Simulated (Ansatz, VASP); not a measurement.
**Two plane-wave programs on Ca**

```
CELL_PARAMETERS angstrom
-2.24846 2.24846 2.23919
2.24846 -2.24846 2.23919
2.24846 2.24846 -2.23919
ATOMIC_POSITIONS crystal
Ca 0.50000 0.50000 0.00000
```

Change from the starting cell: volume scaled by 1.06.

Alike in both runs: task single point; functional PBE; k mesh 9 × 9 × 9; occupations fermi-dirac, width 0.05 eV; no spin polarisation.

```csv
,VASP,Ansatz
version,VASP 6.6.1,Ansatz 0.2.0
potentials or method,"VASP PAW PBE potentials, release 64 (Ca_sv)",Ansatz PAW
plane-wave cutoff (eV),520,420
valence electrons in the cell,10,10
```

```tsv
	VASP	Ansatz	Ansatz less VASP
gap on the k mesh at the Fermi level (eV)	none	none	-
pressure (GPa)	-1.0	-1.1	-0.01
```

A gap of «none» marks a metal or a gap that the smearing closes. The functional is the same, so the differences come from potentials, cutoffs and numerics.
